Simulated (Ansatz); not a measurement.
Crystal: BaTiO3.

```
CELL_PARAMETERS angstrom
2.82767 -4.89766 0.00000
5.65534 0.00000 0.00000
2.82767 -1.63255 4.63546
ATOMIC_POSITIONS crystal
Ba 0.91779 0.96775 0.97384
Ba 0.57743 0.65456 0.34893
Ti 0.85544 0.70465 0.78241
Ti 0.22545 0.19420 0.34593
O 0.10784 0.46592 0.94252
O 0.52682 0.06235 0.36076
O 0.62665 0.39895 0.01957
O 0.86137 0.04878 0.56098
O 0.50458 0.98890 0.05292
O 0.81793 0.53523 0.54825
```

Program: Ansatz 0.2.0. Alike in all runs: potentials or basis Ansatz PAW; cell as given; smearing fermi-dirac 0.05 eV.

**Question.** Order these runs on this cell by their pressure, lowest first.
A. level PBE; spin off; k mesh 8 × 8 × 8; cutoff (eV) 420
B. level r2SCAN; spin off; k mesh 6 × 6 × 6; cutoff (eV) 500; points for each segment of the path 10
C. level PBEsol; spin SOC, no magnetisation; k mesh 6 × 6 × 6; cutoff (eV) 420; points for each segment of the path 10

**Answer.** C (58.1 GPa), B (63.1 GPa), A (64.7 GPa).

Caveats: a pressure of tens of GPa on the cell as given is suspect, and the run, the potentials or the cell itself is likely at fault; the PAW data sets come from PBE, with cores solved anew for the run's functional, which leaves a small shift of forces and pressure (some runs).
